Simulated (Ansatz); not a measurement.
All numbers below come from DFT PBE, scalar-relativistic, plane waves, PAW (Ansatz 0.2.0). Settings: cutoff 420 eV, Γ-centred meshes spaced at most about 0.3 Å⁻¹, and about 0.25 Å⁻¹ or finer for metals (2π included), Gaussian smearing. No spin polarisation.

These are static total energies at zero pressure.

Compare these two cells of Al5Cu3, each relaxed at this level.

A.

```cif
data_structure
_symmetry_space_group_name_H-M 'P4/mmm'
_symmetry_Int_Tables_number 123
_cell_length_a 5.5218
_cell_length_b 5.5218
_cell_length_c 3.7836
_cell_angle_alpha 90.000
_cell_angle_beta 90.000
_cell_angle_gamma 90.000
_cell_volume 115.36
loop_
_atom_site_label
_atom_site_type_symbol
_atom_site_symmetry_multiplicity
_atom_site_Wyckoff_symbol
_atom_site_fract_x
_atom_site_fract_y
_atom_site_fract_z
_atom_site_occupancy
Al1 Al 1 a 0.00000 0.00000 0.00000 1
Al2 Al 4 k 0.74545 0.25455 0.50000 1
Cu1 Cu 1 c 0.50000 0.50000 0.00000 1
Cu2 Cu 2 f 0.50000 0.00000 0.00000 1
```

B.

```cif
data_structure
_symmetry_space_group_name_H-M 'P4/mmm'
_symmetry_Int_Tables_number 123
_cell_length_a 2.8142
_cell_length_b 2.8142
_cell_length_c 14.4161
_cell_angle_alpha 90.000
_cell_angle_beta 90.000
_cell_angle_gamma 90.000
_cell_volume 114.17
loop_
_atom_site_label
_atom_site_type_symbol
_atom_site_symmetry_multiplicity
_atom_site_Wyckoff_symbol
_atom_site_fract_x
_atom_site_fract_y
_atom_site_fract_z
_atom_site_occupancy
Al1 Al 2 g 0.00000 0.00000 0.85457 1
Al2 Al 2 g 0.00000 0.00000 0.38155 1
Al3 Al 1 c 0.50000 0.50000 0.00000 1
Cu1 Cu 2 h 0.50000 0.50000 0.26388 1
Cu2 Cu 1 d 0.50000 0.50000 0.50000 1
```

Question: Which arrangement of the elements on these sites is preferred, and by what margin?

Answer: B is lower, by 40 meV/atom. The two share one framework of sites and differ in which element sits where. A has Al and Cu ordered on fcc sites, space group P4/mmm (No. 123), 14.4 Å³/atom and no gap on its mesh; B has Al and Cu ordered on fcc sites, space group P4/mmm (No. 123), 14.3 Å³/atom and no gap. Counting all near atoms (those within 1.25 times the shortest distance at each site), A and B both have Al 12, Cu 12. In A, Al on a site of symmetry 4/mmm is surrounded by 8 Al at 2.74 Å and 4 Cu at 2.76 Å; Al on a site of symmetry m2m has 6 Cu at 2.69–2.72 Å and 6 Al at 2.71–2.81 Å; around Cu on a site of symmetry 4/mmm lie 8 Al at 2.69 Å and 4 Cu at 2.76 Å; 1 more site not described. In B, Al on a site of symmetry 4mm is surrounded by 4 Cu at 2.62 Å and 8 Al at 2.81–2.89 Å; Al on a second site of symmetry 4mm has 8 Cu at 2.61–2.62 Å and 4 Al at 2.81 Å; around Cu on a site of symmetry 4mm lie 8 Al at 2.61–2.62 Å and 4 Cu at 2.81 Å; 2 more sites not described. Both come from invented guesses. The lowest form computed isn't among them: it has space group R-3m (No. 166), 15.4 Å³/atom and lies 69 meV/atom below the best shown.

Cells relaxed within their symmetry can be saddle points.
